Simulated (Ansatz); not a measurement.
SnTe, 2 atoms in the cell. Symmetry: Fm-3m, No. 225, cubic system. The conventional cell has a = 6.302 Å, b = 6.302 Å, c = 6.302 Å, α = 90.00°, β = 90.00°, γ = 90.00°. Te (site symmetry m-3m) has 6 Sn at 3.15 Å as nearest neighbours. Sn (site symmetry m-3m) is surrounded by 6 Te at 3.15 Å. 

| Property | Result |
| --- | --- |
| Program | Ansatz 0.2.0 |
| Task | relaxation of cell and atoms |
| Functional | BLYP |
| Dispersion | D4 |
| Potentials or basis | all-electron LAPW, scalar-relativistic |
| Basis error allowed | 0.001 eV/atom |
| k mesh | 7 × 7 × 7 |
| Occupations | fermi-dirac, width 0.05 eV |
| Spin | no spin polarisation |

Potentials or basis: all-electron LAPW, scalar-relativistic.

Launch:

```sh
$ ansatz run input.yaml --threads 1 --pin off --max-ram 3072MiB --backend cpu --events-out ev --progress --plain --runs-dir out
```

Hardware: 1 thread of Arm Neoverse V1, on a shared host.

Question: How long does it take, and how much memory?

Answer: Wall time 19 s on 1 thread of Arm Neoverse V1 (shared host), peak memory 0.28 GiB. Counts: scf iterations 22, plane waves 411, k points 20, bands 28, ion steps 5.
